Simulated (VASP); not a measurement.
# HgSe (F-43m) in VASP: a series of runs, part 2 of 3

VASP 6.6.1.

### 4 Single point, PBE

INCAR

```
  PREC = Accurate
  ENCUT = 520
  EDIFF = 1E-6
  ISMEAR = -1
  SIGMA = 0.03
  LREAL = False
  LASPH = True
  NELM = 100
  ALGO = Normal
  ISIF = 2
  LWAVE = False
  LCHARG = True
  GGA = PE
  LELF = True
  LVHAR = True
  NBANDS = 16
```

KPOINTS

```
Automatic mesh
0
Gamma
  4 4 4
```

POSCAR

```
HgSe
1.0
    0.0000000000      3.0390000000      3.0390000000
    3.0390000000      0.0000000000      3.0390000000
    3.0390000000      3.0390000000      0.0000000000
Hg Se
1 1
Direct
    0.0000000000      0.0000000000      0.0000000000
    0.7500000000      0.7500000000      0.7500000000
```

Potentials or basis: VASP PAW PBE potentials, release 64 (Hg, Se).

Launch:

```bash
> cat potpaw_PBE.64/Hg/POTCAR potpaw_PBE.64/Se/POTCAR > POTCAR
> mpirun -np 1 vasp_std > vasp.out
```

OUTCAR:

```text
PREC = Accurate
   ENCUT = 520
   EDIFF = 1E-6
   ISMEAR = -1
   LREAL = False
   LASPH = True
   NELM = 100
   ISIF = 2
   GGA = PE

 ion  position               nearest neighbor table
   1  0.000  0.000  0.000-   2 2.63   2 2.63   2 2.63   2 2.63
   2  0.750  0.750  0.750-   1 2.63   1 2.63   1 2.63   1 2.63

  LATTYP: Found a face centered cubic cell.
 ALAT       =     6.0780000000

  Lattice vectors:

 A1 = (   0.0000000000,   3.0390000000,   3.0390000000)
 A2 = (   3.0390000000,   0.0000000000,   3.0390000000)
 A3 = (   3.0390000000,   3.0390000000,   0.0000000000)

Analysis of symmetry for initial positions (statically):
=====================================================================
 Subroutine PRICEL returns:
 Original cell was already a primitive cell.

 Routine SETGRP: Setting up the symmetry group for a
 face centered cubic supercell.

 Subroutine GETGRP returns: Found 24 space group operations
 (whereof 24 operations were pure point group operations)
 out of a pool of 48 trial point group operations.

The static configuration has the point symmetry T_d .

Analysis of symmetry for dynamics (positions and initial velocities):
=====================================================================
 Subroutine PRICEL returns:
 Original cell was already a primitive cell.

 Routine SETGRP: Setting up the symmetry group for a
 face centered cubic supercell.

 Subroutine GETGRP returns: Found 24 space group operations
 (whereof 24 operations were pure point group operations)
 out of a pool of 48 trial point group operations.

The dynamic configuration has the point symmetry T_d .

 Subroutine INISYM returns: Found 24 space group operations
 (whereof 24 operations are pure point group operations),
 and found     1 'primitive' translations

----------------------------------------------------------------------------------------

                                     Primitive cell

  volume of cell :      56.1335

  direct lattice vectors                    reciprocal lattice vectors
     0.000000000  3.039000000  3.039000000    -0.164527805  0.164527805  0.164527805
     3.039000000  0.000000000  3.039000000     0.164527805 -0.164527805  0.164527805
     3.039000000  3.039000000  0.000000000     0.164527805  0.164527805 -0.164527805

  length of vectors
     4.297795016  4.297795016  4.297795016     0.284970518  0.284970518  0.284970518

  position of ions in fractional coordinates (direct lattice)
     0.000000000  0.000000000  0.000000000
     0.750000000  0.750000000  0.750000000

  ion indices of the primitive-cell ions
   primitive index   ion index
                 1           1
                 2           2

----------------------------------------------------------------------------------------

 KPOINTS: Automatic mesh

Automatic generation of k-mesh.
 Grid dimensions read from file:
 generate k-points for:    4    4    4

 Generating k-lattice:

  Cartesian coordinates                     Fractional coordinates (reciprocal lattice)
    -0.041131951  0.041131951  0.041131951     0.250000000  0.000000000  0.000000000
     0.041131951 -0.041131951  0.041131951     0.000000000  0.250000000  0.000000000
     0.041131951  0.041131951 -0.041131951     0.000000000  0.000000000  0.250000000

  Length of vectors
     0.071242629  0.071242629  0.071242629

  Shift w.r.t. Gamma in fractional coordinates (k-lattice)
     0.000000000  0.000000000  0.000000000

 Subroutine IBZKPT returns following result:
 ===========================================

 Found      8 irreducible k-points:

 Following reciprocal coordinates:
            Coordinates               Weight
  0.000000  0.000000  0.000000      1.000000
  0.250000  0.000000  0.000000      8.000000
  0.500000  0.000000  0.000000      4.000000
  0.250000  0.250000  0.000000      6.000000
  0.500000  0.250000  0.000000     24.000000
 -0.250000  0.250000  0.000000     12.000000
  0.500000  0.500000  0.000000      3.000000
 -0.250000  0.500000  0.250000      6.000000
   k-points           NKPTS =      8   k-points in BZ     NKDIM =      8   number of bands    NBANDS=     16
   number of dos      NEDOS =    301   number of ions     NIONS =      2
   total plane-waves  NPLWV =  32768
   dimension x,y,z NGX =    32 NGY =   32 NGZ =   32
   dimension x,y,z NGXF=    64 NGYF=   64 NGZF=   64
   ions per type =               1   1
   NGX,Y,Z   is equivalent  to a cutoff of  12.38, 12.38, 12.38 a.u.
   NGXF,Y,Z  is equivalent  to a cutoff of  24.76, 24.76, 24.76 a.u.
 SYSTEM =  unknown system
   PREC   = accura    normal or accurate (medium, high low for compatibility)
   ISTART =      0    job   : 0-new  1-cont  2-samecut
   ICHARG =      2    charge: 1-file 2-atom 10-const
   ISPIN  =      1    spin polarized calculation?
   LNONCOLLINEAR =      F non collinear calculations
   LSORBIT =      F    spin-orbit coupling
   LASPH  =      T    aspherical Exc in radial PAW
   ENCUT  =  520.0 eV  38.22 Ry    6.18 a.u.   7.99  7.99  7.99*2*pi/ulx,y,z
   NELM   =    100;   NELMIN=  2; NELMDL= -5     # of ELM steps
   EDIFF  = 0.1E-05   stopping-criterion for ELM
   LREAL  =      F    real-space projection
   EDIFFG = 0.1E-04   stopping-criterion for IOM
   NSW    =      0    number of steps for IOM
   IBRION =     -1    ionic relax: 0-MD 1-quasi-New 2-CG
   NFREE  =      0    steps in history (QN), initial steepest desc. (CG)
   ISIF   =      2    stress and relaxation
   ISYM   =      2    0-nonsym 1-usesym 2-fastsym
   POTIM  = 0.5000    time-step for ionic-motion
   TEBEG  =    0.0;   TEEND  =   0.0 temperature during run
   PSTRESS=    0.0 pullay stress
   NELECT =      18.0000    total number of electrons
   NUPDOWN=      -1.0000    fix difference up-down
   EMIN   =  10.00;   EMAX   =-10.00  energy-range for DOS
   EFERMI =   0.00;   METHOD = LEGACY
   ISMEAR =    -1;   SIGMA  =   0.03  broadening in eV -4-tet -1-fermi 0-gaus
   EFERMI_NEDOS =   21; number of points for ismear=-14 and -15
   IALGO  =     38    algorithm
   IMIX   =      4    mixing-type and parameters
     AMIX     =   0.40;   BMIX     =  1.00
     AMIX_MAG =   1.60;   BMIX_MAG =  1.00
  volume/ion in A,a.u.               =      28.07       189.40
  Fermi-wavevector in a.u.,A,eV,Ry     =   1.120534  2.117502 17.083421  1.255596
  Thomas-Fermi vector in A             =   2.257181
   LORBIT       =      0    0 simple, 1 ext, 2 COOP (PROOUT), +10 PAW based schemes
   GGA     = PE    functional components
[... 5 lines left out ...]
 non-spin polarized calculation
  energy-cutoff  :      520.00
  volume of cell :       56.13
 maximum number of plane-waves:      1540
   NGX = 15   NGY = 15   NGZ = 15

 number of electron      18.0000004 magnetization

 Free energy of the ion-electron system (eV)
  ---------------------------------------------------
  ext. energy  EPLUGINS =         0.00000000
  ---------------------------------------------------
  free energy    TOTEN  =        -3.94204655 eV

  energy without entropy =       -3.94025635  energy(sigma->0) =       -3.94115145

 E-fermi :   1.8159     XC(G=0):  -9.0464

 val. band max:        1.7950571116   @ k =   0.0000   0.0000   0.0000
 cond. band min:       2.8601976675   @ k =   0.2500   0.0000   0.0000
 fundamental gap:      1.0651405559
 Fermi energy:         1.8158515122

 k-point     1 :       0.0000    0.0000    0.0000
  band No.  band energies     occupation
      1     -11.6802      2.00000
      2      -5.4127      2.00000
      3      -5.4127      2.00000
      4      -5.4127      2.00000
      5      -4.6701      2.00000
      6      -4.6701      2.00000
[... 8 lines left out ...]
     15      13.0993      0.00000
     16      13.0993      0.00000

 k-point     2 :       0.2500    0.0000    0.0000
  band No.  band energies     occupation
      1     -11.4462      2.00000
      2      -5.3142      2.00000
      3      -5.3142      2.00000
      4      -5.2409      2.00000
      5      -4.6670      2.00000
      6      -4.6670      2.00000
[... 8 lines left out ...]
     15      11.9432      0.00000
     16      11.9432      0.00000
[... 83 lines left out ...]
      5      -4.5569      2.00000
      6      -4.2963      2.00000
[... 8 lines left out ...]
     15      13.5090      0.00000
     16      14.8842      0.00000

 k-point     8 :      -0.2500    0.5000    0.2500
  band No.  band energies     occupation
      1     -11.0365      2.00000
      2      -5.1196      2.00000
      3      -5.0151      2.00000
      4      -4.7492      2.00000
      5      -4.7244      2.00000
      6      -4.0466      2.00000
[... 8 lines left out ...]
     15      14.2524      0.00000
     16      14.3707      0.00000

------------------------ aborting loop because EDIFF is reached ----------------------------------------

  FORCE on cell =-STRESS in cart. coord.  units (eV):
  Direction    XX          YY          ZZ          XY          YZ          ZX
  --------------------------------------------------------------------------------------
  -------------------------------------------------------------------------------------
  Total        1.8913680      1.8913680      1.8913680      0.0000000     -0.0000000      0.0000000
  in kB       53.9839329     53.9839329     53.9839329      0.0000000     -0.0000000      0.0000000
  external PRESSURE =      53.9839329 kB  Pullay stress =       0.0000000 kB

 VOLUME and BASIS-vectors are now :
 -----------------------------------------------------------------------------
  energy-cutoff  :      520.00
  volume of cell :       56.13
      direct lattice vectors                 reciprocal lattice vectors
     0.000000000  3.039000000  3.039000000    -0.164527805  0.164527805  0.164527805
     3.039000000  0.000000000  3.039000000     0.164527805 -0.164527805  0.164527805
     3.039000000  3.039000000  0.000000000     0.164527805  0.164527805 -0.164527805

 POSITION                                       TOTAL-FORCE (eV/Angst)
 -----------------------------------------------------------------------------------
      0.00000      0.00000      0.00000         0.000000      0.000000      0.000000
      4.55850      4.55850      4.55850        -0.000000     -0.000000     -0.000000
 -----------------------------------------------------------------------------------
    total drift:                                0.000000      0.000000      0.000000

  FREE ENERGIE OF THE ION-ELECTRON SYSTEM (eV)
  ---------------------------------------------------
  free  energy   TOTEN  =        -3.9420465493 eV

  energy  without entropy=       -3.9402563489  energy(sigma->0) =       -3.94115145
```

It took 4.2 s on 1 thread of Intel Xeon 6975P-C (Granite Rapids), shared host; peak memory 0.17 GiB.

What came out:

* Free energy: -3.9420 eV
* Pressure: 5.4 GPa
* Band gap on the k mesh: none (metal or under the smearing width)

Levels at points of the mesh, in eV from the Fermi level:
| k point | band 6 | band 7 | band 8 | band 9 | band 10 | band 11 | band 12 | band 13 |
| --- | --- | --- | --- | --- | --- | --- | --- | --- |
| (0.00, 0.00, 0.00) | -6.49 | -0.97 | -0.02 | -0.02 | -0.02 | 5.45 | 5.45 | 5.45 |
| (0.50, 0.00, 0.00) | -6.16 | -5.57 | -1.00 | -1.00 | 1.08 | 6.21 | 6.21 | 6.99 |
| (0.50, 0.50, 0.00) | -6.11 | -5.14 | -2.34 | -2.34 | 2.75 | 2.95 | 8.48 | 9.83 |

Caveat: the k mesh is coarse (spacing up to 0.45 Å⁻¹), so the values aren't converged. Spin-orbit coupling is left out, which matters for the levels of Hg.

### 5 Single point, PBEsol, non-collinear spin, zero start, spin-orbit coupling

INCAR

```
SYSTEM = HgSe
ALGO = Normal
EDIFF = 1E-6
ENCUT = 520
GGA = PS
GGA_COMPAT = .FALSE.
ISIF = 2
ISMEAR = -1
LASPH = .TRUE.
LCHARG = .FALSE.
LORBIT = 11
LORBMOM = .TRUE.
LREAL = .FALSE.
LSORBIT = .TRUE.
LWAVE = .FALSE.
MAGMOM = 0 0 0 0 0 0
NBANDS = 30
NELM = 150
PREC = Accurate
SIGMA = 0.1
```

KPOINTS

```
k-points
0
G
  6 6 6
  0 0 0
```

POSCAR is that of step 4.

Potentials or basis: VASP PAW PBE potentials, release 64 (Hg, Se).

Launch:

```bash
> cat potpaw_PBE.64/Hg/POTCAR potpaw_PBE.64/Se/POTCAR > POTCAR
> mpirun -np 1 vasp_ncl > vasp.out
```

OUTCAR:

```text
SYSTEM = HgSe
   EDIFF = 1E-6
   ENCUT = 520
   GGA = PS
   ISIF = 2
   ISMEAR = -1
   LASPH = .TRUE.
   LORBIT = 11
   LREAL = .FALSE.
   LSORBIT = .TRUE.
   NELM = 150
   PREC = Accurate

 ion  position               nearest neighbor table
   1  0.000  0.000  0.000-   2 2.63   2 2.63   2 2.63   2 2.63
   2  0.750  0.750  0.750-   1 2.63   1 2.63   1 2.63   1 2.63

  LATTYP: Found a face centered cubic cell.
 ALAT       =     6.0780000000

  Lattice vectors:

 A1 = (   0.0000000000,   3.0390000000,   3.0390000000)
 A2 = (   3.0390000000,   0.0000000000,   3.0390000000)
 A3 = (   3.0390000000,   3.0390000000,   0.0000000000)

Analysis of symmetry for initial positions (statically):
=====================================================================
 Subroutine PRICEL returns:
 Original cell was already a primitive cell.

 Routine SETGRP: Setting up the symmetry group for a
 face centered cubic supercell.

 Subroutine GETGRP returns: Found 24 space group operations
 (whereof 24 operations were pure point group operations)
 out of a pool of 48 trial point group operations.

The static configuration has the point symmetry T_d .

Analysis of symmetry for dynamics (positions and initial velocities):
=====================================================================
 Subroutine PRICEL returns:
 Original cell was already a primitive cell.

 Routine SETGRP: Setting up the symmetry group for a
 face centered cubic supercell.

 Subroutine GETGRP returns: Found 24 space group operations
 (whereof 24 operations were pure point group operations)
 out of a pool of 48 trial point group operations.

The dynamic configuration has the point symmetry T_d .

Analysis of structural, dynamic, and magnetic symmetry:
=====================================================================
 Subroutine PRICEL returns:
 Original cell was already a primitive cell.

 Routine SETGRP: Setting up the symmetry group for a
 face centered cubic supercell.

[... 930 lines left out ...]
 # of ion     p       d       tot
 ----------------------------------------
  1         0.000   0.000   0.000
  2         0.000  -0.000   0.000
 ----------------------------------------
            0.000   0.000   0.000

 orbital moment (z)

 # of ion     p       d       tot
 ----------------------------------------
  1         0.000   0.000   0.000
  2         0.000  -0.000  -0.000
 ----------------------------------------
            0.000  -0.000  -0.000

 Spin-Orbit-Coupling matrix elements

 Ion:    1  E_soc:     -0.5835029
 l=   1
     0.0000000    -0.0299859    -0.0299859
    -0.0299859     0.0000000    -0.0299859
    -0.0299859    -0.0299859     0.0000000
 l=   2
     0.0000000    -0.0136267     0.0000000    -0.0136267    -0.0536379
    -0.0136267     0.0000000    -0.0402284    -0.0136267    -0.0134095
     0.0000000    -0.0402284     0.0000000    -0.0402284     0.0000000
    -0.0136267    -0.0136267    -0.0402284     0.0000000    -0.0134095
    -0.0536379    -0.0134095     0.0000000    -0.0134095     0.0000000
 l=   3
     0.0000000     0.0000000     0.0000000     0.0000000     0.0000000     0.0000000     0.0000000
     0.0000000     0.0000000     0.0000000     0.0000000     0.0000000     0.0000000     0.0000000
     0.0000000     0.0000000     0.0000000     0.0000000     0.0000000     0.0000000     0.0000000
     0.0000000     0.0000000     0.0000000     0.0000000     0.0000000     0.0000000     0.0000000
     0.0000000     0.0000000     0.0000000     0.0000000     0.0000000     0.0000000     0.0000000
     0.0000000     0.0000000     0.0000000     0.0000000     0.0000000     0.0000000     0.0000000
     0.0000000     0.0000000     0.0000000     0.0000000     0.0000000     0.0000000     0.0000000

 Ion:    2  E_soc:     -0.0462835
 l=   1
     0.0000000    -0.0076876    -0.0076876
    -0.0076876     0.0000000    -0.0076876
    -0.0076876    -0.0076876     0.0000000
 l=   2
     0.0000000    -0.0000119     0.0000000    -0.0000119    -0.0000144
    -0.0000119     0.0000000    -0.0000108    -0.0000119    -0.0000036
     0.0000000    -0.0000108     0.0000000    -0.0000108     0.0000000
    -0.0000119    -0.0000119    -0.0000108     0.0000000    -0.0000036
    -0.0000144    -0.0000036     0.0000000    -0.0000036     0.0000000
 l=   3
     0.0000000     0.0000000     0.0000000     0.0000000     0.0000000     0.0000000     0.0000000
     0.0000000     0.0000000     0.0000000     0.0000000     0.0000000     0.0000000     0.0000000
     0.0000000     0.0000000     0.0000000     0.0000000     0.0000000     0.0000000     0.0000000
     0.0000000     0.0000000     0.0000000     0.0000000     0.0000000     0.0000000     0.0000000
     0.0000000     0.0000000     0.0000000     0.0000000     0.0000000     0.0000000     0.0000000
     0.0000000     0.0000000     0.0000000     0.0000000     0.0000000     0.0000000     0.0000000
     0.0000000     0.0000000     0.0000000     0.0000000     0.0000000     0.0000000     0.0000000

 total charge

# of ion       s       p       d       tot
------------------------------------------
    1        0.713   0.430   9.383  10.526
    2        1.464   2.293   0.038   3.794
--------------------------------------------------
tot          2.177   2.723   9.420  14.320

 magnetization (x)

# of ion       s       p       d       tot
------------------------------------------
    1        0.000   0.000   0.000   0.000
    2        0.000   0.000   0.000   0.000
--------------------------------------------------
tot          0.000   0.000   0.000   0.000

 magnetization (y)

# of ion       s       p       d       tot
------------------------------------------
    1        0.000  -0.000   0.000  -0.000
    2        0.000  -0.000   0.000  -0.000
--------------------------------------------------
tot          0.000  -0.000   0.000  -0.000

 magnetization (z)

# of ion       s       p       d       tot
------------------------------------------
    1       -0.000   0.000  -0.000   0.000
    2       -0.000  -0.000  -0.000  -0.000
--------------------------------------------------
tot         -0.000   0.000  -0.000  -0.000
```

Wall time 49 s (1 thread of AMD EPYC 9R45 (Zen 5), shared host); peak memory 0.3 GiB.

What came out:

```yaml
Free_energy: -5.1034 eV
Pressure: 1.5 GPa
Net_moment: 0.00 μB per cell
Valence_electrons_inside_the_program's_atomic_spheres: Hg 10.53; Se 3.79
```

Moments on the atoms (μB; x, y, z):
```
Hg  0.00 0.00 0.00
Se  0.00 0.00 0.00
```

Caveat: the PAW data sets were made with another functional, which shifts forces and pressure a little.

(Continued in part 3 of 3.)
